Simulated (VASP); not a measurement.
A run of VASP 6.6.1 is set up as follows.

The input INCAR:

```
ALGO     = Normal         # electronic algorithm
EDIFF    = 1E-8           # SCF threshold, eV
ENCUT    = 520            # plane-wave cutoff, eV
GGA      = PE             # functional
IBRION   = 8              # ionic algorithm
ISIF     = 2              # what is computed and relaxed
ISMEAR   = 0              # smearing method
LASPH    = T              # aspherical terms in the spheres
LCHARG   = F              # write CHGCAR
LEPSILON = T              # dielectric tensor by DFPT
LREAL    = F              # projectors in reciprocal space
LWAVE    = F              # write WAVECAR
NELM     = 80             # most SCF steps
NSW      = 1              # ionic steps
PREC     = Accurate       # precision mode
SIGMA    = 0.02           # smearing width, eV
```

File KPOINTS:

```
k-points
0
Gamma
  10 10 10
```

The input POSCAR:

```
CdS                                     
1.0
    0.0000000000      2.9684162854      2.9684162854
    2.9684162854      0.0000000000      2.9684162854
    2.9684162854      2.9684162854      0.0000000000
  Cd              S             
     1     1
Direct
     0.0000000000000000    0.0000000000000000    0.0000000000000000
     0.2500000000000000    0.2500000000000000    0.2500000000000000
```

Potentials or basis: VASP PAW PBE potentials, release 64 (Cd, S).

Launch:

```sh
$ cat potpaw_PBE.64/Cd/POTCAR potpaw_PBE.64/S/POTCAR > POTCAR
$ mpirun -np 1 vasp_std > vasp.out
```

(1) What does it give for the electronic dielectric tensor (diagonal)?

(2) Estimate the Born charges (mean of the diagonal).

(3) Estimate the band gap on the k mesh.

Results:

(1) 6.42.

(2) Cd +2.25; S -2.25 e.

(3) 1.03 eV, direct.
